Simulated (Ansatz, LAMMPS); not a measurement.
# Amorphous SiO2 (96 atoms): geometry optimisation, part 4 of 4

Aim: bring amorphous SiO2 (96 atoms) to a nearby minimum of the energy and see what moves.

Ansatz 0.2.0; Kohn-Sham DFT, PBE, PAW (set soft_2), plane waves.

The cell: 32 Si and 64 O. The quench rate of 50 K/ps is orders of magnitude faster than experiment. The network of bonds at the start is that of the classical potential that made the cell. Sampling is at Γ alone, for a cell whose shortest periodic width is 11 Å.

So far. Step 4 (Relaxation): The relaxation changed the energy by -58.9 meV/atom, and atoms moved by 0.25 Å r.m.s., 1.1 Å at most.

### 7. Functional HSE06

HSE06 mixes in a quarter of exact exchange at short range, which counters self-interaction, at a higher cost.

This step: Kohn-Sham DFT, HSE06, PAW (set soft_2), plane waves (Ansatz 0.2.0).

Input file input.yaml:

```yaml
crystal:
  lattice:
    - [11.4986, 0.0, 0.0]
    - [0.0, 11.4986, 0.0]
    - [0.0, 0.0, 11.4986]
  atoms:
    [... the 96 atom lines of step 6 ...]
kpoints:
  mp_grid: { grid: [1, 1, 1] }
hamiltonian:
  xc: hse06
scf:
  occupations: { method: fermi_dirac, width: 0.025 }
output:
  forces: true
  stress: true
  populations: true
  dos:
    method: { smearing: { sigma: 0.08 } }
    de: 0.05
    projected: { site_lists: { O: [O], Si: [Si] } }
  eigenvalues: true
```

Launch:

```console
$ ansatz run input.yaml --threads 4 --pin off --max-ram 8192MiB --backend cpu --events-out ev --progress --plain --runs-dir out
```

Numbers of over 12 decimals in the logs are rounded to 6 here.

The log of the run:

```text
Warning: output.stress: scf.convergence.dr2_threshold = 1e-7 eV (the SCF's general default) is looser than the 1.6e-9 eV advised for a printed stress (1e-10 eV for each atom of the cell: 96, of which 16 are counted). What an SCF threshold leaves in a stress goes as its square root, and in the free energy as the threshold itself, and one threshold admits the most on a small cell: [...]
Warning: output.stress: scf.exx.energy_threshold = 1e-6 eV is looser than the 1.6e-7 eV advised for a stress under a hybrid functional (1e-8 eV for each atom of the cell: 96, of which 16 are counted). Every SCF of the exchange loop can meet its threshold on dr2 while the loop round them stops early: [...]
exact exchange: scf.exx.singularity resolves to wigner_seitz, which cuts the screened interaction at the faces of the exchange supercell's Wigner-Seitz cell, so that each pair interacts once, at the shortest of its separations (the periodic images that this leaves out come, [...]
[...]
Crystal: 96 atoms, lattice volume = 1520.320 Å³
Basis set: ecut = 420 eV, 29711 PW (Γ), exchange–correlation on 160×160×160 points (8 copies of the dense FFT grid, shifted against one another)
Bands: 352, of which v1, the nominal top of the filled ones, is band 256 counted from 1 (255 counted from 0)
Symmetry: 1 space group operations
[...]
k-points: 1
[...]
SCF iter   1: F=—  HF=-56762.440290 eV  |F-HF|=—  |Δ(HF+E_count)|=         —  Δρ=2.84e-3  dr2=2.73e-1  ethr=1.77e-3  ⟨swp⟩=13.0  Hψ=2141  notcnv=0
[...]
SCF iter   5: F=-56762.392353 eV  HF=-56762.392308 eV  |F-HF|=4.49e-5  |Δ(HF+E_count)|=   1.73e-4  Δρ=1.49e-4  dr2=1.72e-4  ethr=3.27e-8  ⟨swp⟩=3.0  Hψ=1315  notcnv=0
SCF 1 stopped early in 5 iterations: F = -56762.392353 eV  dr2 = 1.72e-4
[...]
Exchange kernel: α = 0.2500, screened, ω = 0.2079 Å⁻¹, Wigner–Seitz truncation, v(0) = 964.9067 eV·Å³, q-mesh 1×1×1, nearest image of the exchange supercell L = 11.50 Å, pair-density grid 60×60×60, without the augmentation charges, whose exchange is taken in its separable form (sized by the pseudopotential files, [...]
Frozen-core exchange: fock
SCF iter   1: F=—  HF=-56772.035755 eV  |F-HF|=—  |Δ(HF+E_count)|=         —  Δρ=6.36e-3  dr2=5.08e-1  ethr=3.37e-7  ⟨swp⟩=20.0  Hψ=2207  notcnv=1
[...]
SCF iter   6: F=—  HF=-56772.014439 eV  |F-HF|=—  |Δ(HF+E_count)|=   3.47e-4  Δρ=1.05e-4  dr2=1.86e-4  ethr=2.08e-7  ⟨swp⟩=5.0  Hψ=723  notcnv=0
SCF iter   7: F=-56772.014394 eV  HF=-56772.014396 eV  |F-HF|=1.44e-6  |Δ(HF+E_count)|=   4.32e-5  Δρ=2.26e-5  dr2=3.73e-5  ethr=2.99e-8  ⟨swp⟩=5.0  Hψ=686  notcnv=0
SCF 2 stopped early in 7 iterations: F = -56772.014394 eV  dr2 = 3.73e-5
  Residual-converged pass: ⟨swp⟩=4.0  Hψ=1020  notcnv=0  max |occ|·‖R‖ = 5.1e-6 eV (tolerance 6.7e-6 eV)  dr2=3.83e-5  dr2_onsite=4.03e-7  max |Δocc| = 0.0e0
[...]
hybrid outer 1: dexx = +1.865e-1 eV, tail = 2.01e-4 eV
[...]
Frozen-core exchange: fock
SCF iter   1: F=—  HF=-56772.011928 eV  |F-HF|=—  |Δ(HF+E_count)|=         —  Δρ=4.95e-5  dr2=3.03e-5  ethr=1.97e-7  ⟨swp⟩=20.0  Hψ=1221  notcnv=0
[...]
SCF iter   5: F=-56772.011924 eV  HF=-56772.011924 eV  |F-HF|=1.66e-9  |Δ(HF+E_count)|=   1.26e-8  Δρ=4.94e-7  dr2=5.50e-9  ethr=2.46e-12  ⟨swp⟩=6.0  Hψ=853  notcnv=0  defer=3
SCF 3 converged in 5 iterations: F = -56772.011924 eV  dr2 = 5.50e-9
[...]
hybrid outer 2: dexx = +2.755e-6 eV, tail = 4.43e-8 eV, Δε = 2.77e-3 eV (about 4.24e-5 eV left of the loop's levels), ΔF = 1.48e-2 eV/Å (tail 1.10e-3)
[...]
Frozen-core exchange: fock
SCF iter   1: F=—  HF=-56772.011924 eV  |F-HF|=—  |Δ(HF+E_count)|=         —  Δρ=1.26e-6  dr2=1.39e-8  ethr=4.32e-11  ⟨swp⟩=20.0  Hψ=1459  notcnv=8
[...]
SCF iter   2: F=-56772.011924 eV  HF=-56772.011924 eV  |F-HF|=5.46e-10  |Δ(HF+E_count)|=   2.97e-9  Δρ=2.77e-7  dr2=7.72e-10  ethr=2.68e-12  ⟨swp⟩=5.0  Hψ=811  notcnv=0
SCF 4 converged in 2 iterations: F = -56772.011924 eV  dr2 = 7.72e-10
[...]
hybrid SCF converged: 3 outer / 14 inner (+5 warm-up), last move |dexx| = 8.40e-10 eV, tail = 1.70e-9 eV
Stability not checked: this state was not tested for a lower state beside it, because the functional holds exact exchange (a hybrid, or Hartree-Fock), whose exchange loop this test does not read (fock_operator; see scf.lower_state_search)
Free energy (F): -56772.011924 eV
Frozen-core exchange: fock
[...]
Internal energy: -56772.011924 eV  (E = F + TS)
E sigma→0 (E₀):  -56772.011924 eV
Fermi energy:    3.980003 eV
[...]
Σ components = -56772.011924   (vs F -56772.011924, Δ=7.28e-12)
--- Forces (eV/Å), atoms counted from 1 ---
  atom   1  Si     0.01192773    -0.01909543    -0.00268347
  atom   2  Si    -0.00645079     0.04265626    -0.05034652
  atom   3  Si    -0.02191222    -0.00049163    -0.01176632
  atom   4  Si     0.03724331     0.02457838     0.03056395
[...]
atom  96  O      0.45387859    -0.19573024     0.02356742
  max |Σ_I F_I| component: 9.18e-5 eV/Å
--- Stress (GPa, compression-positive) ---
       -7.080342       0.912418      -0.217595
        0.912417      -5.987746       0.168040
       -0.217592       0.168041      -2.718452
  P = ⅓ Tr σ = -5.2622 GPa (-52.622 kbar)
--- Band table (eV) ---
[...]
--- Löwdin populations: 96 sites ---
  site symbol       q [e]
     0     Si      2.1695
     1     Si      2.1615
     2     Si      2.1159
[...]
95      O      6.8041
  spilling = 0.013995 (of n_electrons = 512.000000)
```

Elapsed: 3 min, on 4 threads of Intel Xeon 6975P-C (Granite Rapids), shared host; peak memory 4.6 GiB; 11 min of CPU time.

The program notes that the exchange threshold is loose for the stress and the SCF threshold is loose for the stress.

Geometry and reference: those of the single point at the relaxed geometry.

Forces differ from those of the single point at the relaxed geometry by 193 meV/Å r.m.s.; the pressure by -4.3 GPa and the gap by +1.6 eV. It took 3 min and 19 cycles; the reference's time can't be set against it, since the two runs asked for unlike analyses.

Numbers from this run:

```yaml
free_energy: -56772.0119 eV
free_energy_per_atom: -591.3751 eV/atom
scf_cycles: 19
pressure: -5.262 GPa
r_m_s_force_component: 0.1935 eV/Å
longest_force: 0.8818 eV/Å
fermi_energy: 3.98 eV
spacing_of_highest_filled_and_lowest_empty_level: 4.412 eV
spilling_of_the_projection: 0.014
```

Length of the force by element and coordination:

```
element  coordination  atoms  mean length of the force (eV/Å)  spread   least   most
      O           all     64                            0.370   0.171  0.0753  0.882
      O             1      1                            0.874       0   0.874  0.874
      O             2     62                            0.364   0.160  0.0753  0.882
      O             3      1                            0.198       0   0.198  0.198
     Si           all     32                           0.0686  0.0291  0.0227  0.135
```

Löwdin charges by element and coordination (they lack the spilled electrons, 0.075 e an atom on average):

```
element  coordination  atoms  mean charge (e)  spread   least    most
      O           all     64           -0.814  0.0168  -0.902  -0.746
      O             1      1           -0.902       0  -0.902  -0.902
      O             2     62           -0.814  0.0096  -0.844  -0.792
      O             3      1           -0.746       0  -0.746  -0.746
     Si           all     32             1.85  0.0281    1.72    1.88
```

Density of states as counts of states in windows of 1 eV (from the Fermi level), total and the larger projections:

```
from (eV)  to (eV)  total   O p  Si p
      -10       -9   26.0  20.4   4.5
       -9       -8   26.8  22.1   2.8
       -8       -7   61.9  55.5   3.5
       -7       -6   82.0  76.9   2.4
       -6       -5   69.1  66.7   0.9
       -5       -4    9.5   9.3   0.1
       -4       -3    2.0   1.7   0.0
       -3       -2    4.0   3.6   0.2
       -2        2    0.0   0.0   0.0
        2        3    2.0   0.1   0.1
        3        4    7.7   0.6   2.1
        4        5   16.1   1.2   6.4
```

Between -26 and -10 eV lie 229 more states.

The levels nearest the highest filled one (over half full), pooled over k-points and spins:

```
level less the highest filled one (eV)  occupation
                                 -2.64           2
                                 -2.54           2
                                 -2.45           2
                                 -1.60           2
                               -0.0204           2
                                     0           2
                                  4.41           0
                                  5.64           0
                                  5.87           0
                                  6.13           0
                                  6.17           0
                                  6.32           0
```

### 8. Functional r2SCAN (500 eV)

The meta-GGA r2SCAN uses the kinetic energy density as well as the density and its gradient. Besides, the cutoff goes from 420 to 500 eV.

This step: Kohn-Sham DFT, r2SCAN, PAW (set soft_2), plane waves (Ansatz 0.2.0).

Changes to input.yaml since step 7:

```diff
@@ -10,3 +10,3 @@
 hamiltonian:
-  xc: hse06
+  xc: r2scan
 scf:
```

The log of the run:

```text
[...]
Crystal: 96 atoms, lattice volume = 1520.320 Å³
Basis set: ecut = 500 eV, 38497 PW (Γ), exchange–correlation on 360×360×360 points (64 copies of the dense FFT grid, shifted against one another)
Bands: 352, of which v1, the nominal top of the filled ones, is band 256 counted from 1 (255 counted from 0)
Symmetry: 1 space group operations
[...]
k-points: 1
[...]
SCF iter   1: F=—  HF=-56950.309178 eV  |F-HF|=—  |Δ(HF+E_count)|=         —  Δρ=7.10e-3  dr2=9.88e-1  dr2_τ=7.75e0  ethr=1.77e-3  ⟨swp⟩=7.0  Hψ=1752  notcnv=0  defer=68
[...]
SCF iter   8: F=—  HF=-56952.703536 eV  |F-HF|=—  |Δ(HF+E_count)|=   1.87e-6  Δρ=5.42e-6  dr2=3.98e-7  dr2_τ=3.97e-8  ethr=3.89e-10  ⟨swp⟩=2.0  Hψ=520  notcnv=0  defer=88
SCF iter   9: F=-56952.703536 eV  HF=-56952.703536 eV  |F-HF|=3.62e-9  |Δ(HF+E_count)|=   4.41e-8  Δρ=1.45e-6  dr2=2.82e-8  dr2_τ=3.35e-9  ethr=1.95e-11  ⟨swp⟩=16.0  Hψ=2274  notcnv=0
SCF 1 converged in 9 iterations: F = -56952.703536 eV  dr2 = 2.82e-8
[...]
SCF converged after 9 iterations
Free energy (F): -56952.703536 eV
[...]
Internal energy: -56952.703536 eV  (E = F + TS)
E sigma→0 (E₀):  -56952.703536 eV
Fermi energy:    4.261323 eV
[...]
Σ components = -56952.703536   (vs F -56952.703536, Δ=0.00e0)
--- Forces (eV/Å), atoms counted from 1 ---
  atom   1  Si     0.02039920    -0.00906963     0.01197745
  atom   2  Si     0.00614053     0.04156444    -0.02129410
  atom   3  Si    -0.02321587    -0.00390839     0.00222731
  atom   4  Si     0.05032061     0.03059007     0.00811624
[...]
atom  96  O      0.36122611    -0.13829928     0.01779586
  max |Σ_I F_I| component: 2.77e-5 eV/Å
--- Stress (GPa, compression-positive) ---
       -6.927333       0.907257      -0.220598
        0.907256      -5.878867       0.199025
       -0.220599       0.199026      -2.624025
  P = ⅓ Tr σ = -5.1434 GPa (-51.434 kbar)
--- Band table (eV) ---
[...]
--- Löwdin populations: 96 sites ---
  site symbol       q [e]
     0     Si      2.1651
     1     Si      2.1587
     2     Si      2.1108
[...]
95      O      6.8076
  spilling = 0.013780 (of n_electrons = 512.000000)
```

The job ended after 26 s (4 threads; peak memory 4.2 GiB).

Geometry and reference: those of the single point at the relaxed geometry.

Forces differ from those of the single point at the relaxed geometry by 161 meV/Å r.m.s.; the pressure by -4.2 GPa and the gap by +0.59 eV. It took 26 s and 9 cycles; the reference's time can't be set against it, since the two runs asked for unlike analyses.

### 9. Functional PBEsol

PBEsol restores the gradient expansion of exchange for slowly varying densities and usually gives shorter bonds in solids than PBE.

This step: Kohn-Sham DFT, PBEsol, PAW (set soft_2), plane waves (Ansatz 0.2.0).

Changes to input.yaml since step 8:

```diff
@@ -10,3 +10,3 @@
 hamiltonian:
-  xc: r2scan
+  xc: pbesol
 scf:
```

The log of the run:

```text
[...]
Crystal: 96 atoms, lattice volume = 1520.320 Å³
Basis set: ecut = 420 eV, 29711 PW (Γ), exchange–correlation on 160×160×160 points (8 copies of the dense FFT grid, shifted against one another)
Bands: 352, of which v1, the nominal top of the filled ones, is band 256 counted from 1 (255 counted from 0)
Symmetry: 1 space group operations
[...]
k-points: 1
[...]
SCF iter   1: F=—  HF=-55883.651709 eV  |F-HF|=—  |Δ(HF+E_count)|=         —  Δρ=1.12e-2  dr2=1.62e0  ethr=1.77e-3  ⟨swp⟩=7.0  Hψ=1756  notcnv=0  defer=63
[...]
SCF iter   8: F=—  HF=-55883.168682 eV  |F-HF|=—  |Δ(HF+E_count)|=   2.79e-6  Δρ=4.67e-6  dr2=2.89e-7  ethr=4.63e-10  ⟨swp⟩=2.0  Hψ=518  notcnv=0  defer=88
SCF iter   9: F=-55883.168682 eV  HF=-55883.168682 eV  |F-HF|=3.92e-8  |Δ(HF+E_count)|=   1.41e-7  Δρ=2.53e-6  dr2=7.65e-8  ethr=1.95e-11  ⟨swp⟩=16.0  Hψ=2316  notcnv=0
SCF 1 converged in 9 iterations: F = -55883.168682 eV  dr2 = 7.65e-8
[...]
SCF converged after 9 iterations
Free energy (F): -55883.168682 eV
[...]
Internal energy: -55883.168682 eV  (E = F + TS)
E sigma→0 (E₀):  -55883.168682 eV
Fermi energy:    4.181509 eV
[...]
Σ components = -55883.168682   (vs F -55883.168682, Δ=0.00e0)
--- Forces (eV/Å), atoms counted from 1 ---
  atom   1  Si    -0.03304187    -0.01805563    -0.05719464
  atom   2  Si    -0.03593269     0.09496489    -0.02651119
  atom   3  Si     0.03309555    -0.00904993     0.00322005
  atom   4  Si     0.01049657    -0.04873890     0.02860088
[...]
atom  96  O      0.10186865    -0.01463236    -0.00726541
  max |Σ_I F_I| component: 9.83e-5 eV/Å
--- Stress (GPa, compression-positive) ---
       -4.696053       0.825451      -0.159452
        0.825451      -3.767859       0.206853
       -0.159451       0.206853      -0.673538
  P = ⅓ Tr σ = -3.0458 GPa (-30.458 kbar)
--- Band table (eV) ---
[...]
--- Löwdin populations: 96 sites ---
  site symbol       q [e]
     0     Si      2.2572
     1     Si      2.2472
     2     Si      2.2036
[...]
95      O      6.7591
  spilling = 0.014006 (of n_electrons = 512.000000)
```

The job ended after 10 s (4 threads; peak memory 1.8 GiB).

Geometry and reference: those of the single point at the relaxed geometry.

Forces differ from those of the single point at the relaxed geometry by 62 meV/Å r.m.s.; the pressure by -2.1 GPa and the gap by -0.020 eV.

### 10. All settings compared

Differences are against the single point at the relaxed geometry (Kohn-Sham DFT, PBE, PAW (set soft_2), plane waves), whose r.m.s. force component is 0.00323 eV/Å. Times are for 4 threads of Intel Xeon 6975P-C (Granite Rapids), shared host. The reference's time includes grids, which some other runs skip.

```
                       run  Δ force, r.m.s. (meV/Å)  Δ pressure (GPa)  Δ gap (eV)  cycles   time  host memory (GiB)
                 reference                        -                 -           -       9   10 s                1.8
          functional HSE06                      193             -4.35        1.63      19  3 min                4.6
functional r2SCAN (500 eV)                      161             -4.23       0.593       9   26 s                4.2
         functional PBEsol                     61.8             -2.13     -0.0196       9   10 s                1.8
```

### 11. What came out

- energy change in the relaxation: -58.91 meV/atom
- r.m.s. displacement: 0.254 Å
- largest displacement: 1.102 Å
- free energy per atom: -591.2745 eV/atom
- pressure: -0.915 GPa
- r.m.s. force component: 0.00323 eV/Å
- gap (highest filled to lowest empty level): 2.78 eV
- wall time of the 6 DFT runs: 5.3 min

What this shows: Relaxation lowers the energy by 58.9 meV/atom and moves atoms by 0.25 Å r.m.s.; the r.m.s. force component goes from 0.73 to 0.0032 eV/Å. By the final cutoffs 0 of 126 bonded pairs parted and 2 joined. First to last step the energy falls by 5.656 eV; the largest move, 1.10 Å, is that of O36. The O-Si bonds go from 1.616 Å (spread 0.018) to 1.637 Å (spread 0.035), and their number from 126 to 128. Counting bonds as in the table, 97 % of O atoms have 2 and all Si atoms have 4 bonded neighbours. 97 % of the oxygens bridge two formers (Si) and 2 % are non-bridging; 2 % join three. The highest filled and lowest empty levels differ by 2.78 eV (at Γ alone); a semilocal functional tends to put such gaps too low. In a disordered cell it changes from sample to sample, and tail or defect levels can set it.

Among the changes of functional, dispersion, potentials or spin set against this reference, functional HSE06 moves the forces most, by 193 meV/Å r.m.s. The gap changes by +1.63 eV with HSE06.

**Limits.** The starting topology of bonds comes from the classical model; in DFT 0 of its 126 bonded pairs passed out of the cutoffs and 2 came within them. The stress is far from hydrostatic: its diagonal is -2.6, -1.6, 1.5 GPa, compression counted positive.

Calculation beside experiment:

```
              quantity  measured  this cell  difference                 method of the measurement
 nearest Si–O distance    1.61 Å     1.64 Å      +1.7 %         high-energy XRD, PDF Gaussian fit
nearest Si–Si distance    3.08 Å     3.12 Å      +1.3 %     diffraction, Gaussian radial peak fit
  nearest O–O distance    2.63 Å     2.67 Å      +1.5 %     diffraction, Gaussian radial peak fit
  number of O about Si         4          4      +0.0 %         high-energy XRD, PDF Gaussian fit
         Si–O–Si angle   148.3 °      143 °      -3.4 %  x-ray and neutron diffraction, model fit
```

The cell differs from the measured distances by up to 1.7 %, neighbour counts by up to 0.0 % and angles by up to 3.4 %. Distances of this cell are positions of the first main peak of g(r), or bond means where the peak is narrow; means over all bonds within a cutoff lie farther out for broad shells. The network comes from the model that made the cell; in DFT 0 of its 126 bonded pairs passed out of the cutoffs and 2 came within them. Our coordination numbers hang on a cutoff, and experiments count neighbours in their own ways.

[Logs are printed without paths, hosts, clocks, repeated set-up lines and the standing remarks that a program may print on its own settings, such as how far it seeks lower states.]

[Hosts, paths, dates, database ids (printed as entryN), source tags and the programs' standing remarks are cut or masked in the printed files.]
